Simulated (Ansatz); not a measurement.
# Compressing Al$_{2}$Ru: a fit and a missing row

Al$_{2}$Ru, I4/mmm, a = 3.121 Å, c = 8.423 Å. The structure is a Materials Project entry; whether it is the stable form wasn't checked. Ansatz: PBEsol, PAW, 420 eV, Γ-centred 18×18×18 mesh on 3 atoms, Gaussian smearing 0.10 eV; no spin polarisation. Shape and atoms are relaxed at each volume; pressure is positive in compression.

| V (Å³/atom) | P (GPa) |
| --- | --- |
| 12.036 | 30.13 |
| 12.447 | ? |
| 12.857 | 12.64 |
| 13.267 | 5.80 |
| 13.678 | 0.00 |
| 14.088 | -4.94 |
| 14.498 | -9.12 |
| 15.045 | -13.70 |

Problem. Take V0 = 13.678 Å³/atom, fit the third-order Birch–Murnaghan form to the other rows, and predict the missing pressure.

Solution. With the Eulerian strain f = ½[(V0/V)^(2/3) − 1] and y = P/[3f(1 + 2f)^(5/2)], the form is the line y = B0 + 1.5 B0 (B0′ − 4) f. Rows (f, y): 0.04450, 182.4; 0.02107, 180.4; 0.01027, 178.9; -0.00975, 177.4; -0.01904, 175.9; -0.03077, 174.0. Means f = 0.002713, y = 178.17; Σ(Δf)² = 0.003890, ΣΔfΔy = 0.4218; the slope is their ratio. y = 177.9 + 108.4 f GPa, so B0 = 177.9 GPa and B0′ = 4 + 2 × (108.4)/(3 × 177.9) = 4.41. At V = 12.447, f = 0.03245, y = 181.42 and P = 20.67 GPa. The run gave 20.67 GPa, the same to the digits shown.